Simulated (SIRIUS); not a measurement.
Set up this calculation in SIRIUS 7.10.0, as the native input.

| Property | Result |
| --- | --- |
| Task | single point |
| Functional | PBE |
| Potentials or basis | PseudoDojo 0.4.1 PBE standard (scalar relativistic) |
| Cutoff | 1054 eV |
| Density cutoff | 4214 eV |
| k mesh | 9 × 9 × 9 |
| Occupations | fermi-dirac, width 0.05 eV |
| Spin | no spin polarisation |
| Libxc names | ["XC_GGA_X_PBE", "XC_GGA_C_PBE"] |
| Energy tol | 1e-08 Ha |
| Density tol | 1e-06 |
| Mixer | anderson |
| Mixing beta | 0.7 |
| Max scf | 100 |
| Radial cutoff for the potentials' integrals | 6.5 bohr |

The system is HfB2.

```
Hf B
1.0
     0.00000    2.71608    2.71608
     2.71608    0.00000    2.71608
     2.71608    2.71608    0.00000
Hf B
1 2
Cartesian
  0.0089 0.0174 -0.0107
  1.3708 1.3545 1.3589
  4.1029 4.0791 4.1051
```

The cell was built by a generator and needn't be a form met in nature.

The cell isn't the ideal one: atoms moved at random, drawn with an rms of 0.05 Å.

These files were run (other wordings do the same):

sirius.json

```json
{
  "control": {
    "processing_unit": "cpu",
    "verbosity": 2,
    "num_bands_to_print": 16,
    "print_forces": true,
    "print_stress": true
  },
  "parameters": {
    "electronic_structure_method": "pseudopotential",
    "xc_functionals": ["XC_GGA_X_PBE", "XC_GGA_C_PBE"],
    "gk_cutoff": 8.8,
    "pw_cutoff": 17.6,
    "ngridk": [9, 9, 9],
    "shiftk": [0, 0, 0],
    "smearing": "fermi_dirac",
    "smearing_width": 0.0018374661,
    "num_bands": 16,
    "num_mag_dims": 0,
    "num_dft_iter": 100,
    "energy_tol": 1e-08,
    "density_tol": 1e-06
  },
  "iterative_solver": {
    "type": "davidson",
    "min_tolerance": 1e-09,
    "tolerance_scale": [0.1, 0.25]
  },
  "mixer": {
    "type": "anderson",
    "beta": 0.7,
    "max_history": 8
  },
  "settings": {
    "tol_ne": 1e-10,
    "pseudo_grid_cutoff": 6.5
  },
  "unit_cell": {
    "lattice_vectors": [
      [0.0, 5.132647332574, 5.132647332574],
      [5.132647332574, 0.0, 5.132647332574],
      [5.132647332574, 5.132647332574, 0.0]
    ],
    "atom_coordinate_units": "lattice",
    "atom_types": ["Hf", "B"],
    "atom_files": {
      "B": "B.json",
      "Hf": "Hf.json"
    },
    "atoms": {
      "Hf": [
        [-0.000407, -0.003517, 0.0068]
      ],
      "B": [
        [0.247146, 0.253154, 0.251548],
        [0.751329, 0.760063, 0.750521]
      ]
    }
  }
}
```

Potentials or basis: PseudoDojo 0.4.1 PBE standard (scalar relativistic).

The run is started by

```console
$ upf_to_json B.upf
$ upf_to_json Hf.upf
$ OMP_NUM_THREADS=1 sirius.scf --input=sirius.json --output=out.json --task=0
```

Results of the run:

```
Pressure               : 0.8 GPa
Largest force          : 0.502 eV/Å
Band gap on the k mesh : none (metal or under the smearing width)
```

Wall time 8.1 min on 1 thread of Arm Neoverse V1 (shared host), peak memory 2.4 GiB.
